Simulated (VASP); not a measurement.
Runs of VASP 6.6.1 on MgB2. The structure is cubic, space group Fd-3m (No. 227). The conventional cell has a = 5.987 Å, b = 5.987 Å, c = 5.987 Å, α = 90.00°, β = 90.00°, γ = 90.00°. Mg (site symmetry -43m) has 12 B at 2.48 Å and 4 Mg at 2.59 Å as nearest neighbours. B (site symmetry -3m) has 6 B at 2.12 Å as nearest neighbours. The cell was built by a generator and needn't be a form met in nature.

| task | level | potentials or basis | cell | cutoff (eV) | smearing | optimiser | gap on the mesh (eV) | pressure (GPa) | relaxed volume (Å³/atom) |
| --- | --- | --- | --- | --- | --- | --- | --- | --- | --- |
| density of states | optPBE-vdW | VASP PAW PBE potentials, release 64 (Mg_pv, B) | as given | 520 | tetrahedron | - | none | 1.0 | - |
| relaxation of cell and atoms | PBE | VASP PAW PBE potentials, release 64 (Mg, B) | relaxed | 600 | gaussian 0.05 eV | - | none | 0.0 | 8.95 |
| relaxation of cell and atoms | RPBE | VASP PAW PBE potentials, release 64 (Mg, B) | relaxed | 600 | gaussian 0.05 eV | - | none | 0.0 | 9.16 |
| relaxation of the atoms | optPBE-vdW | VASP PAW PBE potentials, release 64 (Mg, B_s) | atoms relaxed | 400 | fermi-dirac 0.1 eV | vasp | none | 1.7 | - |
| single point | PBE | VASP PAW PBE potentials, release 64 (Mg, B) | as given | 520 | fermi-dirac 0.05 eV | - | none | (a) | - |

Alike in all rows: no spin polarisation; k mesh 8 × 8 × 8.

**Question.** Estimate the missing entries.

**Answer.** (a) 0.1.

Caveats: the PAW data sets were made with another functional, which shifts forces and pressure a little (some runs); tetrahedron occupations give inexact forces and stress in metals (some runs); the relaxation stopped at its first step, so nothing moved (some runs).

A gap of «none» marks a metal or a gap under the smearing width.

The runs don't all hold the same shells in valence.
